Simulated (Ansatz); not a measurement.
Here is an Ansatz 0.2.0 calculation.

input.yaml

```yaml
crystal:
  lattice:
    - [0.0, 2.82891, 2.82891]
    - [2.82891, 0.0, 2.82891]
    - [2.82891, 2.82891, 0.0]
  atoms:
    - { symbol: Ge, position: [0.75, 0.75, 0.75] }
    - { symbol: Ge, position: [0.5, 0.5, 0.5] }
hamiltonian:
  xc: pbesol
  pseudopotentials: { kind: paw_fr }
magnetization:
  noncollinear: true
  spin_orbit: true
kpoints:
  mp_grid: { grid: [8, 8, 8] }
  band_path:
    path:
      - [[0.0, 0.0, 0.0], [0.5, 0.0, 0.5], [0.5, 0.25, 0.75], [0.375, 0.375, 0.75], [0.0, 0.0, 0.0], [0.5, 0.5, 0.5], [0.625, 0.25, 0.625], [0.5, 0.25, 0.75], [0.5, 0.5, 0.5], [0.375, 0.375, 0.75]]
      - [[0.625, 0.25, 0.625], [0.5, 0.0, 0.5]]
    npoints: 14
scf:
  occupations: { method: fermi_dirac, width: 0.05 }
  n_extra_bands: 6
output:
  forces: true
  stress: true
  eigenvalues: true
  fatbands: false
```

Potentials or basis: Ansatz PAW.

Command:

```sh
$ ansatz run input.yaml --threads 2 --pin off --max-ram 5632MiB --backend cpu --events-out ev --progress --plain --runs-dir out
```

**Question.** What does it give for the band gap on the k mesh?

**Answer.** None (metal or under the smearing width).

**Question.** Estimate the pressure.

**Answer.** 0.7 GPa.

Levels at the corners of the path, in eV from the Fermi level:
```tsv
point	band 26	band 27	band 28	band 29	band 30	band 31
Γ	-0.05	0.06	0.06	0.06	0.06	2.34
X	-3.13	-3.13	-3.13	0.62	0.62	0.62
W	-4.02	-3.94	-3.94	4.17	4.17	4.30
K	-4.41	-2.69	-2.69	1.04	1.04	3.98
Γ	-0.05	0.06	0.06	0.06	0.06	2.34
L	-1.54	-1.36	-1.36	0.08	0.08	3.62
U	-4.41	-2.69	-2.69	1.04	1.04	3.98
W	-4.02	-3.94	-3.94	4.17	4.17	4.30
L	-1.54	-1.36	-1.36	0.08	0.08	3.62
K	-4.41	-2.69	-2.69	1.04	1.04	3.98
U	-4.41	-2.69	-2.69	1.04	1.04	3.98
X	-3.13	-3.13	-3.13	0.62	0.62	0.62
```

Caveat: the PAW data sets come from PBE, with cores solved anew for the run's functional, which leaves a small shift of forces and pressure.

**Measured values to compare with.**

From “Temperature-dependent photoluminescence in Ge: experiment and theory”, 2020, arxiv:2003.00143, for a bulk crystal of Ge at 0 K: band gap 0.744 eV (indirect).

A measured gap of Ge is 0.744 eV (indirect; 0 K; “Temperature-dependent photoluminescence in Ge: experiment and theory”, 2020, arxiv:2003.00143); the calculated 0.00 eV misses it by -0.74 eV. 3 values of this kind are on record (0.666 to 0.807 eV); this one was drawn at random among those near their median. The value is that of PBEsol on a finite k mesh, which can miss the band edges, without temperature or zero-point motion. Semilocal functionals fall short of measured gaps as a rule.
